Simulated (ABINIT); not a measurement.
Al:

```xyz
1
Lattice="0.0000 2.0248 2.0248 2.0248 0.0000 2.0248 2.0248 2.0248 0.0000" Properties=species:S:1:pos:R:3 pbc="T T T"
Al    0.0000    0.0000    0.0000
```

Program: ABINIT 10.8.3 (patched build). Alike in all runs: no spin polarisation; cell as given; smearing fermi-dirac 0.05 eV. Hardware: 1 thread of Arm Neoverse V2, with other jobs on the host.

Question: Order these runs on this cell by their wall time, lowest first.
A. task band structure; level SCAN; potentials or basis JTH PAW PBE v2.0; k mesh 11 × 11 × 11; cutoff (eV) 653; fine-grid cutoff 1251.72 eV
B. task band structure; level HLE16; potentials or basis JTH PAW PBE v2.0; k mesh 11 × 11 × 11; cutoff (eV) 544; fine-grid cutoff 1088.46 eV
C. task band structure; level r2SCAN; potentials or basis PseudoDojo NC SR PBE v0.4 stringent; k mesh 11 × 11 × 11; cutoff (eV) 653
D. task single point; level PBEsol; potentials or basis JTH PAW PBE v2.0; k mesh 9 × 9 × 9; cutoff (eV) 544; fine-grid cutoff 1088.46 eV

Answer: D (3.7 s), B (12 s), A (47 s), C (93 s).

Caveats: the potentials were made for a functional far from this one (some runs); a meta-GGA on potentials with a model core is unreliable (some runs).
